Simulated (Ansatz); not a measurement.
**TePb: how the settings move a single-point run**

Question: which choices in the input matter for TePb?

Method: reference: DFT, LDA, all-electron LAPW, scalar-relativistic, in Ansatz 0.2.0.

1 further run of the same task is left out (it didn't finish). Runs told in other sessions of the task aren't counted.

## Step 1: The starting structure

Symmetry: Fm-3m, No. 225, cubic system. Conventional cell: a = 6.539 Å, b = 6.539 Å, c = 6.539 Å, α = 90.00°, β = 90.00°, γ = 90.00°. Around Te (site symmetry m-3m) lie 6 Pb at 3.27 Å. Pb (site symmetry m-3m) is surrounded by 6 Te at 3.27 Å.

Coordinates:

```cif
data_structure
_symmetry_space_group_name_H-M 'P 1'
_symmetry_Int_Tables_number 1
_cell_length_a 4.6237
_cell_length_b 4.6237
_cell_length_c 4.6237
_cell_angle_alpha 60.000
_cell_angle_beta 60.000
_cell_angle_gamma 60.000
_cell_volume 69.90
loop_
_atom_site_label
_atom_site_type_symbol
_atom_site_fract_x
_atom_site_fract_y
_atom_site_fract_z
_atom_site_occupancy
Te1 Te 0.50000 0.50000 0.50000 1
Pb1 Pb 0.00000 0.00000 0.00000 1
```

## Step 2: Reference

The input, input.yaml:

```yaml
crystal:
  lattice:
    - [0.0, 3.2694653961, 3.2694653961]
    - [3.2694653961, 0.0, 3.2694653961]
    - [3.2694653961, 3.2694653961, 0.0]
  atoms:
    - { symbol: Te, position: [0.5, 0.5, 0.5] }
    - { symbol: Pb, position: [0.0, 0.0, 0.0] }
kpoints:
  mp_grid: { grid: [10, 10, 10] }
scf:
  occupations: { method: fermi_dirac, width: 0.03 }
hamiltonian:
  xc: lda
  pseudopotentials: { kind: all_electron, lapw: { basis_error: 0.0005 } }
output:
  forces: true
  stress: true
  eigenvalues: true
```

Started as:

```sh
$ ansatz run input.yaml --threads 1 --pin off --max-ram 2048MiB --backend cpu --events-out ev --progress --plain --runs-dir out
```

## Step 3: Variant: n_extra_bands 16, xc rpbe, accuracy medium

input.yaml: that of step 2 with these lines changed.

```diff
@@ -12,4 +12,5 @@
   occupations: { method: fermi_dirac, width: 0.03 }
+  n_extra_bands: 16
 hamiltonian:
-  xc: lda
+  xc: rpbe
   pseudopotentials: { kind: all_electron, lapw: { basis_error: 0.0005 } }
@@ -19 +20,2 @@
   eigenvalues: true
+accuracy: medium
```

Q: Predict the outcome of this session. Wanted: for each run, ending; energy change; pressure; gap; force.

**Answer**, as computed:

```csv
run,ending,energy change,pressure (GPa),gap (eV),force (eV/Å),cycles,time
reference,converged,-,-3.0,0.71,0.00,7,19 s
"1: n_extra_bands 16, xc rpbe, accuracy medium",converged,not comparable,2.0,0.87,0.00,7,25 s
```

Residual by cycle in the longest SCF loop of each run; runs are numbered as in the table. The quantity is the density residual dr2, in eV.

```csv
cycle,reference,run 1
1,0.414,0.493
2,0.0105,0.00701
3,0.00576,0.00737
4,3.1e-4,8.8e-4
5,3.5e-6,2.3e-5
6,1.1e-7,1.3e-6
7,4.8e-9,4.0e-8
```

After a change of functional the difference of the totals has no physical meaning; the pressure goes from -3.0 to 2.0 GPa and the gap on the mesh goes from 0.71 to 0.87 eV. The accuracy level changed too. The gap of the reference lacks spin-orbit coupling, though the cell holds Te and Pb.
